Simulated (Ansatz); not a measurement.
input.yaml (Ansatz)

```yaml
crystal:
  lattice:
    - [0.0, 2.531336896, 2.531336896]
    - [2.531336896, 0.0, 2.531336896]
    - [2.531336896, 2.531336896, 0.0]
  atoms:
    - { symbol: "Y", position: [0.0, 0.0, 0.0], spin: 1.0 }
hamiltonian:
  xc: pbe
  pseudopotentials:
    kind: paw
    azcp:
      "Y": "pseudopotentials/Y.paw.azcp"
basis:
  ecutwfc: 420
  fft_grid_basis: typed
kpoints:
  mp_grid: { grid: [18, 18, 18], shift: [0, 0, 0] }
magnetization:
  spin_polarized: true
scf:
  occupations: { method: fermi_dirac, width: 0.05 }
```

Output

```
Engine: ansatz 0.2.0, x86_64-unknown-linux-gnu
Pseudopotentials: kind: paw
Pseudopotential: Y, paw, valence charge 11, recommended cutoff 420 eV (normal) 
Functional definition: PBE
  parameter kappa = 0.804
  parameter beta = 0.06672455060314922
  exchange = pbe_x(kappa = kappa, mu = beta*pi^2/3)
  correlation = pbe_c(beta = beta)
Crystal: 1 atoms, lattice volume = 32.440 Å³
Basis set: ecut = 420 eV, 609 PW (Γ)
Bands: 10, of which v1, the nominal top of the filled ones, is band 6 counted from 1 (5 counted from 0)
Symmetry: 48 space group operations
Space group: Fm-3m (ITA 225), of the structure as read, at distance tolerance 3.2e-5 Å
Magnetic group: BNS 225.116 (UNI 1618), of the structure as read, at distance tolerance 3.2e-5 Å
k-points: 195 of 5832
Non-local potential: Y, projectors of the file, l = 0: 3, l = 1: 2, l = 2: 2, l = 3: 1
PAW form: soft (Blöchl's): semilocal exchange-correlation on the pseudo side does not see the compensation charge
PAW one-centre angular grid: Y, 590 points (default); XC on 64 Gauss nodes
Initial density: superposition of atomic densities (chi_scale 0.1, normalization cell)
Starting moments: Σ|m| = 1 μB on 1 of 1 site
Initial wavefunctions: pseudopotential atomic-orbital guess
Functional: x = pbe(κ = 0.804, μ = 0.2195149727645171), c = pbe(β = 0.06672455060314922)
iter 1 solved again at ethr=7.22e-4 eV; its pass at ethr=3.10e-3 eV (dr2=7.94e-2 eV) is discarded
SCF iter   1: F=—  HF=-3848.653962 eV  |F-HF|=—  |Δ(HF+E_count)|=         —  Δρ=1.81e-2 (↑1.81e-2 ↓1.16e-2)  dr2=7.86e-2  dr2_m=5.76e-2  M=0.369 μB ∫|m|=0.369 μB  β_m=0.30  ethr=7.22e-4  ⟨swp⟩=1.0  Hψ=29527  notcnv=0
Mixer restart at iter 1: flushing history
SCF iter   2: F=—  HF=-3848.642892 eV  |F-HF|=—  |Δ(HF+E_count)|=   1.11e-2  Δρ=1.36e-2 (↑1.36e-2 ↓8.76e-3)  dr2=4.76e-2  dr2_m=3.23e-2  M=0.318 μB ∫|m|=0.318 μB  β_m=0.65  ethr=7.14e-4  ⟨swp⟩=1.0  Hψ=3900  notcnv=0
SCF iter   3: F=—  HF=-3848.644914 eV  |F-HF|=—  |Δ(HF+E_count)|=   2.02e-3  Δρ=1.37e-3 (↑1.37e-3 ↓1.35e-3)  dr2=2.26e-4  dr2_m=4.68e-4  M=0.112 μB ∫|m|=0.112 μB  β_m=0.82  ethr=4.33e-4  ⟨swp⟩=2.0  Hψ=7018  notcnv=0
SCF iter   4: F=—  HF=-3848.647591 eV  |F-HF|=—  |Δ(HF+E_count)|=   2.68e-3  Δρ=7.56e-4 (↑7.56e-4 ↓7.40e-4)  dr2=3.88e-5  dr2_m=1.59e-4  M=0.058 μB ∫|m|=0.058 μB  β_m=0.91  ethr=2.06e-6  ⟨swp⟩=2.0  Hψ=5825  notcnv=0
SCF iter   5: F=—  HF=-3848.648400 eV  |F-HF|=—  |Δ(HF+E_count)|=   8.09e-4  Δρ=3.01e-4 (↑2.98e-4 ↓3.01e-4)  dr2=3.31e-6  dr2_m=2.57e-5  M=0.023 μB ∫|m|=0.023 μB  β_m=0.96  ethr=3.53e-7  ⟨swp⟩=2.0  Hψ=6189  notcnv=0
SCF iter   6: F=—  HF=-3848.648567 eV  |F-HF|=—  |Δ(HF+E_count)|=   1.67e-4  Δρ=4.27e-5 (↑4.27e-5 ↓2.73e-5)  dr2=1.67e-6  dr2_m=4.97e-8  M=0.000 μB ∫|m|=0.000 μB  β_m=0.89  ethr=3.01e-8  ⟨swp⟩=3.0  Hψ=6690  notcnv=0
SCF iter   7: F=—  HF=-3848.648567 eV  |F-HF|=—  |Δ(HF+E_count)|=   3.82e-7  Δρ=5.61e-6 (↑5.22e-6 ↓5.61e-6)  dr2=4.73e-10  dr2_m=8.37e-9  M=0.000 μB ∫|m|=0.000 μB  β_m=0.95  ethr=1.51e-8  ⟨swp⟩=2.0  Hψ=5869  notcnv=0
SCF iter   8: F=—  HF=-3848.648567 eV  |F-HF|=—  |Δ(HF+E_count)|=   6.50e-8  Δρ=1.41e-6 (↑1.29e-6 ↓1.41e-6)  dr2=4.32e-11  dr2_m=5.33e-10  M=-0.000 μB ∫|m|=0.000 μB  β_m=0.97  ethr=4.30e-12  ⟨swp⟩=4.0  Hψ=8308  notcnv=0
SCF iter   9: F=—  HF=-3848.648567 eV  |F-HF|=—  |Δ(HF+E_count)|=   5.43e-9  Δρ=2.28e-7 (↑2.28e-7 ↓1.67e-7)  dr2=5.24e-12  dr2_m=1.12e-11  M=-0.000 μB ∫|m|=0.000 μB  β_m=0.99  ethr=1.00e-12  ⟨swp⟩=3.0  Hψ=6725  notcnv=0
SCF iter  10: F=-3848.648567 eV  HF=-3848.648567 eV  |F-HF|=3.64e-12  |Δ(HF+E_count)|=  1.06e-10  Δρ=2.23e-8 (↑1.66e-8 ↓2.23e-8)  dr2=5.13e-14  dr2_m=1.01e-13  M=-0.000 μB ∫|m|=0.000 μB  ethr=1.00e-12  ⟨swp⟩=1.0  Hψ=10037  notcnv=0
SCF 1 converged in 10 iterations: F = -3848.648567 eV  dr2 = 5.13e-14
WARN: the starting moments were not kept: the SCF closed with an absolute magnetisation of 4.8e-7 μB, where they sum to 1 μB in size (1 site). That is at most 0.1 of that sum. Measured as dr2_m measures the in/out step, that magnetisation stands 4.2e-14 eV from none, at or under the dr2_threshold of 1.0e-7 eV: it is no larger than a step whose dr2_m would equal this threshold. The system may hold no moment; this SCF shows only that its start led to no more than that. To try another start: raise the starting moments (crystal.atoms[].spin, magnetization.per_species, magnetization.initial_magnetization, or on a non-collinear deck that types none of these the spinor_matrix: blocks that start its atoms; where the total moment is fixed, keep their sum and leave initial_magnetization as it is; typed ones take the place of any that the run laid by itself, positive ones on a crystal's lanthanoids without a Hubbard term where scf.initial_density.shell_occupations: [] is typed) or, if the notice of its spin-set hold's release reads "site moments contracting" or "site moments show no strong build", lengthen the hold (scf.mixing.spin_hold: { on: { confirm: 4 } }; for m-r²SCAN on two components see the key's manual first). Each may lead to a state that holds a moment. A second SCF, from the converged charge density, with the starting moments and any scf.initial_density.shell_occupations laid on it anew, would have followed, and was not run: the deck does not ask for one (magnetization.retry_lost_moments is false, the default). To let it run, set magnetization.retry_lost_moments: true and run the deck again, where that key's refused combinations let it; where memory then withholds it, that run's warning says so.
SCF converged after 10 iterations
Magnetization: -0.0000 μB (5.5000 up, 5.5000 down)
Absolute magnetization: 0.0000 μB (∫|ρ↑−ρ↓|, with the PAW one-centre terms)
Spin contamination: 0.0000 ħ² per cell (⟨S²⟩ above its minimum at these occupations)
Per-site moments (μB) at R_I (Å): [(-9.092765298267676e-8, 1.476688524819178)]
Free energy (F): -3848.648567 eV
Harris-Foulkes:  -3848.648567 eV  (|F-HF|=3.64e-12)
Internal energy: -3848.635949 eV  (E = F + TS)
E sigma→0 (E₀):  -3848.642258 eV
Entropy (-TS):   -0.012618 eV (-12.618 meV/atom)
Fermi energy:    9.529461 eV
--- Per-component energies (eV) ---
  E_band       = -119.745933
  E_kinetic    = 304.743330
  E_local      = -609.802166  (includes V_loc(G=0)·N_el)
  E_nonlocal   = 50.242858
  E_hartree    = 193.471433
  E_xc         = -172.951348
  E_vxc        = -198.566527  (∫ρ·V_xc dr)
  E_paw        = -2825.382749  (= ΣΔE_a)
  E_vpaw       = -53.306294  (= ΣTr[D̂ρ^β])
  E_aug_tail   = 0.000003  (compensation charges beyond the density's cutoff)
  E_ewald      = -788.957311
  E_smearing   = -0.012618  (= −TS)
  E_closure    = -0.000000  (closes the sum)
  Σ components = -3848.648567   (vs F -3848.648567, Δ=0.00e0)
```
